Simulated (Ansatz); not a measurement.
The system is Y.

```
CELL_PARAMETERS angstrom
0.05589 2.51787 2.51209
2.56248 -0.02398 2.59197
2.55535 2.59061 -0.01685
ATOMIC_POSITIONS crystal
Y 0.01110 0.98255 0.01871
```

The cell isn't the ideal one: cell strained at random.

| Item | Value |
| --- | --- |
| Program | Ansatz 0.2.0 |
| Task | relaxation of cell and atoms |
| Functional | LDA |
| Potentials or basis | all-electron PAW datasets made for the crystal |
| k mesh | 9 × 9 × 9 |
| Occupations | fermi-dirac, width 0.05 eV |
| Spin | no spin polarisation |

At the start: volume 33.24 Å³/atom.

Question: Where does the relaxation end?

Answer: Over 5 steps the energy falls by 63.2 meV/atom and the volume is 29.50 Å³/atom (-11.2 %); space group Fm-3m (No. 225, to 0.05 Å).

Step by step:
| step | energy change (eV) | largest force (eV/Å) | volume (Å³) |
| --- | --- | --- | --- |
| 1 | 0.0000 | 0.0000 | 33.24 |
| 2 | -0.0611 | 0.0000 | 29.92 |
| 3 | -0.0631 | 0.0000 | 29.38 |
| 4 | -0.0632 | 0.0000 | 29.50 |
| 5 | -0.0632 | 0.0000 | 29.50 |

Final structure:
```
Y
1.0
     0.00012    2.45355    2.45298
     2.45091   -0.00005    2.45320
     2.45089    2.45375   -0.00002
Y
1
Direct
  0.01110 0.98255 0.01871
```

Caveat: the thresholds are loose for stress.
